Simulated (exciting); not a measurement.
The Zn K edge of atom 1 in ZnS (Wurtzite-2H), space group P6_3mc, with 3 S at 2.31 Å and 1 S at 2.40 Å (distorted tetrahedral, site symmetry 3m), was computed at 2 levels: exchange and screened direct term (singlet BSE) and independent particles. Common settings: exciting, all-electron LAPW+lo, LDA, 5×5×2 shifted k points, 28 conduction bands, |G+q| up to 3 bohr⁻¹, full RPA screening with nempty = 55, Lorentzian half width 0.83 eV.

Energy from the Kohn–Sham onset, core level to the lowest empty state found on the meshes used; all runs on one relative scale:

```
E (eV)  run 1  run 2
  -6.0   0.02   0.01
  -5.5   0.02   0.01
  -5.0   0.02   0.01
  -4.5   0.03   0.01
  -4.0   0.03   0.02
  -3.5   0.03   0.02
  -3.0   0.04   0.02
  -2.5   0.05   0.02
  -2.0   0.06   0.03
  -1.5   0.08   0.03
  -1.0   0.10   0.04
  -0.5   0.15   0.04
   0.0   0.23   0.06
   0.5   0.36   0.08
   1.0   0.47   0.11
   1.5   0.50   0.16
   2.0   0.55   0.20
   2.5   0.64   0.23
   3.0   0.66   0.29
   3.5   0.62   0.39
   4.0   0.58   0.46
   4.5   0.54   0.50
   5.0   0.48   0.52
   5.5   0.44   0.51
   6.0   0.42   0.48
   6.5   0.42   0.45
   7.0   0.43   0.43
   7.5   0.42   0.44
   8.0   0.39   0.45
   8.5   0.37   0.43
   9.0   0.37   0.39
   9.5   0.42   0.37
  10.0   0.46   0.39
  10.5   0.45   0.44
  11.0   0.42   0.46
  11.5   0.41   0.44
  12.0   0.43   0.44
  12.5   0.43   0.47
  13.0   0.41   0.49
  13.5   0.39   0.49
  14.0   0.36   0.48
  14.5   0.34   0.46
  15.0   0.33   0.44
  15.5   0.32   0.42
  16.0   0.32   0.40
  16.5   0.33   0.39
  17.0   0.34   0.40
  17.5   0.34   0.41
  18.0   0.35   0.43
```

The database entry behind the starting cell differs from later determinations by our own check (about 0.4 % short), so it need not match the best structure at ambient conditions.

Question: Which run is which, and why?

Run 1: exchange and screened direct term (singlet BSE); highest local maximum in the window at 2.8 eV. Run 2: independent particles; highest local maximum in the window at 5.0 eV. The attractive direct term pulls weight down: the curves pass 0.10 at -1.0 and 0.9 eV in the order of the runs. Fine structure above the first lines is partly noise of the 50-point mesh.

[Banner, clock and machine lines of the logs are left out without a mark of their own.]

[Logs are printed without paths, hosts, clocks, repeated set-up lines and the standing remarks that a program may print on its own settings, such as how far it seeks lower states.]

[Hosts, paths, dates, database ids (printed as entryN), source tags and the programs' standing remarks are cut or masked in the printed files.]
